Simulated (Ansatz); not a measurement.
# Ruthenium, fcc under BLYP: structure, energy and stiffness, part 2 of 2

What does BLYP give for ruthenium in the fcc structure? We relax it, solve it on a dense k-mesh, then scale the cell to 7 volumes from 88 to 112 % of the relaxed one and try a fit of the equation of state. Spin polarisation is left out. The k-meshes are 14×14×14 for the relaxation; 23×23×23 for the dense run; 16×16×16 for the volumes.

Ansatz 0.2.0; DFT, BLYP, plane waves (420 eV) with PAW, scalar-relativistic. Earlier steps stand in the parts before.

**5. Volume × 0.92**

This is Ru in the fcc structure; at room conditions it is hcp.

input.yaml

```yaml
crystal:
  lattice:
    - [0.0, 1.8828792561, 1.8828792561]
    - [1.8828792561, 0.0, 1.8828792561]
    - [1.8828792561, 1.8828792561, 0.0]
  atoms:
    - { symbol: Ru, position: [0.0, 0.0, 0.0] }
hamiltonian:
  xc: blyp
  pseudopotentials:
    kind: paw
    azcp:
      Ru: "pseudopotentials/Ru.paw.azcp"
basis:
  ecutwfc: 420
  fft_grid_basis: typed
kpoints:
  mp_grid: { grid: [16, 16, 16], shift: [0, 0, 0] }
magnetization:
  spin_polarized: false
scf:
  occupations: { method: fermi_dirac, width: 0.1 }
  lower_state_search: "off"
output:
  stress: true
```

What it wrote, shortened:

```text
Warning: RAYON_NUM_THREADS=2 ignored (pool sized by the plan → 2); use --threads N
[...]
Pseudopotentials: kind: paw
Pseudopotential: Ru, paw, valence charge 16, recommended cutoff 420 eV (normal), <dir>
Functional definition: BLYP
[...]
Crystal: 1 atoms, lattice volume = 13.350 Å³
Basis set: ecut = 420 eV, 259 PW (Γ), exchange–correlation on 36×36×36 points (8 copies of the dense FFT grid, shifted against one another)
Bands: 12, of which v1, the nominal top of the filled ones, is band 8 counted from 1 (7 counted from 0)
Symmetry: 48 space group operations
Space group: Fm-3m (ITA 225), of the structure as read, at distance tolerance 2.4e-5 Å
k-points: 145 of 4096
[...]
SCF iter   1: F=—  HF=-5892.276023 eV  |F-HF|=—  |Δ(HF+E_count)|=         —  Δρ=1.79e-2  dr2=4.08e-2  ethr=1.77e-3  ⟨swp⟩=5.1  Hψ=9822  notcnv=0
[...]
SCF iter   6: F=-5892.265313 eV  HF=-5892.265313 eV  |F-HF|=1.60e-10  |Δ(HF+E_count)|=    0.00e0  Δρ=2.47e-6  dr2=4.92e-10  ethr=1.77e-10  ⟨swp⟩=2.2  Hψ=6086  notcnv=0
[...]
SCF converged after 6 iterations
Free energy (F): -5892.265313 eV
[...]
E sigma→0 (E₀):  -5892.247731 eV
Entropy (-TS):   -0.035165 eV (-35.165 meV/atom)
Fermi energy:    24.473991 eV
[...]
--- Stress (GPa, compression-positive) ---
       26.769924       0.000000       0.000000
        0.000000      26.769924       0.000000
       -0.000000       0.000000      26.769924
  P = ⅓ Tr σ = 26.7699 GPa (267.699 kbar)
```

Run time: 1.2 s. Hardware: 2 threads of an x86-64 CPU, shared host; peak memory 0.34 GiB.

**6. Volume × 0.96**

Edit input.yaml of step 5 so:

```diff
@@ -2,5 +2,5 @@
   lattice:
-    - [0.0, 1.8828792561, 1.8828792561]
-    - [1.8828792561, 0.0, 1.8828792561]
-    - [1.8828792561, 1.8828792561, 0.0]
+    - [0.0, 1.9097811657, 1.9097811657]
+    - [1.9097811657, 0.0, 1.9097811657]
+    - [1.9097811657, 1.9097811657, 0.0]
   atoms:
```

What it wrote, shortened:

```text
Warning: RAYON_NUM_THREADS=2 ignored (pool sized by the plan → 2); use --threads N
[...]
Pseudopotentials: kind: paw
Pseudopotential: Ru, paw, valence charge 16, recommended cutoff 420 eV (normal), <dir>
Functional definition: BLYP
[...]
Crystal: 1 atoms, lattice volume = 13.931 Å³
Basis set: ecut = 420 eV, 283 PW (Γ), exchange–correlation on 40×40×40 points (8 copies of the dense FFT grid, shifted against one another)
Bands: 12, of which v1, the nominal top of the filled ones, is band 8 counted from 1 (7 counted from 0)
Symmetry: 48 space group operations
Space group: Fm-3m (ITA 225), of the structure as read, at distance tolerance 2.4e-5 Å
k-points: 145 of 4096
[...]
SCF iter   1: F=—  HF=-5892.345122 eV  |F-HF|=—  |Δ(HF+E_count)|=         —  Δρ=1.77e-2  dr2=4.27e-2  ethr=1.77e-3  ⟨swp⟩=5.1  Hψ=9839  notcnv=0
[...]
SCF iter   6: F=-5892.334052 eV  HF=-5892.334052 eV  |F-HF|=6.37e-12  |Δ(HF+E_count)|=  8.16e-10  Δρ=1.62e-6  dr2=1.67e-10  ethr=1.81e-10  ⟨swp⟩=2.1  Hψ=6029  notcnv=0
[...]
SCF converged after 6 iterations
Free energy (F): -5892.334052 eV
[...]
E sigma→0 (E₀):  -5892.315256 eV
Entropy (-TS):   -0.037590 eV (-37.590 meV/atom)
Fermi energy:    23.247260 eV
[...]
--- Stress (GPa, compression-positive) ---
       11.769469       0.000000      -0.000000
        0.000000      11.769469      -0.000000
       -0.000000      -0.000000      11.769469
  P = ⅓ Tr σ = 11.7695 GPa (117.695 kbar)
```

Wall time 1.1 s (2 threads of an x86-64 CPU, shared host); peak memory 0.32 GiB.

**7. Volume × 1.0**

Edit input.yaml of step 6 so:

```diff
@@ -2,5 +2,5 @@
   lattice:
-    - [0.0, 1.9097811657, 1.9097811657]
-    - [1.9097811657, 0.0, 1.9097811657]
-    - [1.9097811657, 1.9097811657, 0.0]
+    - [0.0, 1.9359458029, 1.9359458029]
+    - [1.9359458029, 0.0, 1.9359458029]
+    - [1.9359458029, 1.9359458029, 0.0]
   atoms:
@@ -25 +25,5 @@
   stress: true
+  write_density: true
+  write_potential: true
+  elf: true
+  volumetric_format: npy
```

What it wrote, shortened:

```text
Warning: RAYON_NUM_THREADS=2 ignored (pool sized by the plan → 2); use --threads N
[...]
Pseudopotentials: kind: paw
Pseudopotential: Ru, paw, valence charge 16, recommended cutoff 420 eV (normal), <dir>
Functional definition: BLYP
[...]
Crystal: 1 atoms, lattice volume = 14.511 Å³
Basis set: ecut = 420 eV, 283 PW (Γ), exchange–correlation on 40×40×40 points (8 copies of the dense FFT grid, shifted against one another)
Bands: 12, of which v1, the nominal top of the filled ones, is band 8 counted from 1 (7 counted from 0)
Symmetry: 48 space group operations
Space group: Fm-3m (ITA 225), of the structure as read, at distance tolerance 2.4e-5 Å
k-points: 145 of 4096
[...]
SCF iter   1: F=—  HF=-5892.365401 eV  |F-HF|=—  |Δ(HF+E_count)|=         —  Δρ=1.72e-2  dr2=4.33e-2  ethr=1.77e-3  ⟨swp⟩=5.1  Hψ=9835  notcnv=0
[...]
SCF iter   6: F=-5892.354395 eV  HF=-5892.354395 eV  |F-HF|=5.82e-11  |Δ(HF+E_count)|=   2.83e-9  Δρ=1.54e-6  dr2=1.22e-10  ethr=2.34e-10  ⟨swp⟩=5.0  Hψ=9440  notcnv=0
[...]
SCF converged after 6 iterations
Free energy (F): -5892.354395 eV
[...]
E sigma→0 (E₀):  -5892.334354 eV
Entropy (-TS):   -0.040080 eV (-40.080 meV/atom)
Fermi energy:    22.116998 eV
[...]
--- Stress (GPa, compression-positive) ---
       -0.068884      -0.000000      -0.000000
        0.000000      -0.068884       0.000000
       -0.000000      -0.000000      -0.068884
  P = ⅓ Tr σ = -0.0689 GPa (-0.689 kbar)
--- Band table (eV; the first three rows and the last of 145) ---
  k-point 0: bands = ["-50.7727", "-20.2607", "-20.2607", "-20.2607", "14.7720", "19.7466", "19.7466", "19.7466", "21.9358", "21.9358", "37.2829", "42.4313"]
[...]
```

It took 1.5 s on 2 threads of an x86-64 CPU, shared host; peak memory 0.35 GiB.

**8. Volume × 1.04**

Edit input.yaml of step 7 so:

```diff
@@ -2,5 +2,5 @@
   lattice:
-    - [0.0, 1.9359458029, 1.9359458029]
-    - [1.9359458029, 0.0, 1.9359458029]
-    - [1.9359458029, 1.9359458029, 0.0]
+    - [0.0, 1.9614216955, 1.9614216955]
+    - [1.9614216955, 0.0, 1.9614216955]
+    - [1.9614216955, 1.9614216955, 0.0]
   atoms:
@@ -25,5 +25 @@
   stress: true
-  write_density: true
-  write_potential: true
-  elf: true
-  volumetric_format: npy
```

What it wrote, shortened:

```text
Warning: RAYON_NUM_THREADS=2 ignored (pool sized by the plan → 2); use --threads N
[...]
Pseudopotentials: kind: paw
Pseudopotential: Ru, paw, valence charge 16, recommended cutoff 420 eV (normal), <dir>
Functional definition: BLYP
[...]
Crystal: 1 atoms, lattice volume = 15.092 Å³
Basis set: ecut = 420 eV, 283 PW (Γ), exchange–correlation on 40×40×40 points (8 copies of the dense FFT grid, shifted against one another)
Bands: 12, of which v1, the nominal top of the filled ones, is band 8 counted from 1 (7 counted from 0)
Symmetry: 48 space group operations
Space group: Fm-3m (ITA 225), of the structure as read, at distance tolerance 2.5e-5 Å
k-points: 145 of 4096
[...]
SCF iter   1: F=—  HF=-5892.347180 eV  |F-HF|=—  |Δ(HF+E_count)|=         —  Δρ=1.66e-2  dr2=4.29e-2  ethr=1.77e-3  ⟨swp⟩=5.0  Hψ=9850  notcnv=0
[...]
SCF iter   6: F=-5892.336577 eV  HF=-5892.336577 eV  |F-HF|=1.37e-10  |Δ(HF+E_count)|=   1.63e-8  Δρ=2.24e-6  dr2=4.09e-10  ethr=4.84e-10  ⟨swp⟩=2.3  Hψ=6130  notcnv=0
[...]
SCF converged after 6 iterations
Free energy (F): -5892.336577 eV
[...]
E sigma→0 (E₀):  -5892.315254 eV
Entropy (-TS):   -0.042646 eV (-42.646 meV/atom)
Fermi energy:    21.072506 eV
[...]
--- Stress (GPa, compression-positive) ---
       -9.391338       0.000000      -0.000000
        0.000000      -9.391338       0.000000
        0.000000       0.000000      -9.391338
  P = ⅓ Tr σ = -9.3913 GPa (-93.913 kbar)
```

Run time: 1.2 s. Hardware: 2 threads of an x86-64 CPU, shared host; peak memory 0.35 GiB.

**9. Volume × 1.08**

Edit input.yaml of step 8 so:

```diff
@@ -2,5 +2,5 @@
   lattice:
-    - [0.0, 1.9614216955, 1.9614216955]
-    - [1.9614216955, 0.0, 1.9614216955]
-    - [1.9614216955, 1.9614216955, 0.0]
+    - [0.0, 1.9862524542, 1.9862524542]
+    - [1.9862524542, 0.0, 1.9862524542]
+    - [1.9862524542, 1.9862524542, 0.0]
   atoms:
```

What it wrote, shortened:

```text
Warning: RAYON_NUM_THREADS=2 ignored (pool sized by the plan → 2); use --threads N
[...]
Pseudopotentials: kind: paw
Pseudopotential: Ru, paw, valence charge 16, recommended cutoff 420 eV (normal), <dir>
Functional definition: BLYP
[...]
Crystal: 1 atoms, lattice volume = 15.672 Å³
Basis set: ecut = 420 eV, 331 PW (Γ), exchange–correlation on 40×40×40 points (8 copies of the dense FFT grid, shifted against one another)
Bands: 12, of which v1, the nominal top of the filled ones, is band 8 counted from 1 (7 counted from 0)
Symmetry: 48 space group operations
Space group: Fm-3m (ITA 225), of the structure as read, at distance tolerance 2.5e-5 Å
k-points: 145 of 4096
[...]
SCF iter   1: F=—  HF=-5892.298651 eV  |F-HF|=—  |Δ(HF+E_count)|=         —  Δρ=1.58e-2  dr2=4.12e-2  ethr=1.77e-3  ⟨swp⟩=5.0  Hψ=9839  notcnv=0
[...]
SCF iter   6: F=-5892.288759 eV  HF=-5892.288759 eV  |F-HF|=5.12e-10  |Δ(HF+E_count)|=   1.63e-8  Δρ=2.91e-6  dr2=9.27e-10  ethr=5.25e-10  ⟨swp⟩=2.2  Hψ=6399  notcnv=0
[...]
SCF converged after 6 iterations
Free energy (F): -5892.288759 eV
[...]
E sigma→0 (E₀):  -5892.266111 eV
Entropy (-TS):   -0.045294 eV (-45.294 meV/atom)
Fermi energy:    20.104583 eV
[...]
--- Stress (GPa, compression-positive) ---
      -16.703573       0.000000       0.000000
        0.000000     -16.703573       0.000000
       -0.000000      -0.000000     -16.703573
  P = ⅓ Tr σ = -16.7036 GPa (-167.036 kbar)
```

It took 1.3 s on 2 threads of an x86-64 CPU, shared host; peak memory 0.35 GiB.

**10. Volume × 1.12**

Edit input.yaml of step 9 so:

```diff
@@ -2,5 +2,5 @@
   lattice:
-    - [0.0, 1.9862524542, 1.9862524542]
-    - [1.9862524542, 0.0, 1.9862524542]
-    - [1.9862524542, 1.9862524542, 0.0]
+    - [0.0, 2.0104774326, 2.0104774326]
+    - [2.0104774326, 0.0, 2.0104774326]
+    - [2.0104774326, 2.0104774326, 0.0]
   atoms:
```

What it wrote, shortened:

```text
Warning: RAYON_NUM_THREADS=2 ignored (pool sized by the plan → 2); use --threads N
[...]
Pseudopotentials: kind: paw
Pseudopotential: Ru, paw, valence charge 16, recommended cutoff 420 eV (normal), <dir>
Functional definition: BLYP
[...]
Crystal: 1 atoms, lattice volume = 16.253 Å³
Basis set: ecut = 420 eV, 331 PW (Γ), exchange–correlation on 40×40×40 points (8 copies of the dense FFT grid, shifted against one another)
Bands: 12, of which v1, the nominal top of the filled ones, is band 8 counted from 1 (7 counted from 0)
Symmetry: 48 space group operations
Space group: Fm-3m (ITA 225), of the structure as read, at distance tolerance 2.5e-5 Å
k-points: 145 of 4096
[...]
SCF iter   1: F=—  HF=-5892.226534 eV  |F-HF|=—  |Δ(HF+E_count)|=         —  Δρ=1.49e-2  dr2=3.90e-2  ethr=1.77e-3  ⟨swp⟩=5.0  Hψ=9864  notcnv=0
[...]
SCF iter   6: F=-5892.217476 eV  HF=-5892.217476 eV  |F-HF|=1.70e-10  |Δ(HF+E_count)|=   4.68e-8  Δρ=2.85e-6  dr2=5.38e-10  ethr=6.25e-10  ⟨swp⟩=4.0  Hψ=5383  notcnv=0
[...]
SCF converged after 6 iterations
Free energy (F): -5892.217476 eV
[...]
E sigma→0 (E₀):  -5892.193460 eV
Entropy (-TS):   -0.048031 eV (-48.031 meV/atom)
Fermi energy:    19.205254 eV
[...]
--- Stress (GPa, compression-positive) ---
      -22.405931       0.000000       0.000000
        0.000000     -22.405931       0.000000
       -0.000000      -0.000000     -22.405931
  P = ⅓ Tr σ = -22.4059 GPa (-224.059 kbar)
```

Wall time 1.2 s (2 threads of an x86-64 CPU, shared host); peak memory 0.35 GiB.

**11. The equation of state**

All volumes keep the relaxed shape and fractional coordinates.

| V (Å³/atom) | E − E₀ (meV/atom) | P from the stress (GPa) | P from the fit (GPa) |
| --- | --- | --- | --- |
| 12.770 | 215.4 | 45.76 | 45.53 |
| 13.350 | 86.6 | 26.77 | 26.42 |
| 13.931 | 19.1 | 11.77 | 11.41 |
| 14.511 | 0.0 | -0.07 | -0.41 |
| 15.092 | 19.1 | -9.39 | -9.73 |
| 15.672 | 68.2 | -16.70 | -17.08 |
| 16.253 | 140.9 | -22.41 | -22.85 |

Fit (Birch-Murnaghan, third order): V₀ = 14.489 Å³/atom, B₀ = 264 GPa, B₀′ = 4.9, largest residual 0.06 meV/atom.

The fit is made to E(σ → 0), while the stress belongs to the free energy F; that is one source of the offset between the two pressures.

**12. Outcome**

This closing draws on all 2 parts.

```
                      quantity                         value
space group (spins left aside)               Fm-3m (No. 225)
             conventional cell                   a = 3.872 Å
                        volume                14.511 Å³/atom
             shortest distance                       2.738 Å
               gap on the mesh  none (levels filled in part)
               relative to hcp                 +105 meV/atom
                   V₀, B₀, B₀′  14.489 Å³/atom, 264 GPa, 4.9
```

**Reading.** The relaxation enlarged the cell by 7.1 % in volume. Against the reference form of ruthenium (hcp, computed apart with the same settings) it stands 105 meV/atom higher. No gap shows: it is a metal or semimetal at this level. The fitted modulus is 264 GPa. The symmetry was held, so the structure may be unstable against distortions that break it.
